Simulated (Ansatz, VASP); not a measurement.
## W: VASP beside Ansatz

```
CELL_PARAMETERS angstrom
-1.58516 1.58516 1.58516
1.58516 -1.58516 1.58516
1.58516 1.58516 -1.58516
ATOMIC_POSITIONS crystal
W 0.00000 0.00000 0.00000
```

Alike in both runs: task relaxation of cell and atoms; functional PBE; k mesh 18 × 18 × 18; occupations gaussian, width 0.1 eV; no spin polarisation.

|  | VASP | Ansatz |
| --- | --- | --- |
| version | VASP 6.6.1 | Ansatz 0.2.0 |
| potentials or method | VASP PAW PBE potentials, release 64 (W_sv) | scalar-relativistic, plane waves, PAW |
| plane-wave cutoff (eV) | 600 | 420 |
| valence electrons in the cell | 14 | 14 |

```tsv
	VASP	Ansatz	Ansatz less VASP
gap on the k mesh at the Fermi level, each at its own relaxed structure (eV)	none	none	-
relaxed volume (Å³/atom)	16.16	16.13	-0.028
relaxed cell length with the largest relative difference (Å)	2.759	2.757	-0.0016
energy change over the relaxation (meV/atom)	-3	-2	+0.8
```

A gap of «none» marks a metal or a gap that the smearing closes.

The runs have no spin-orbit coupling, so splittings on W are missing.
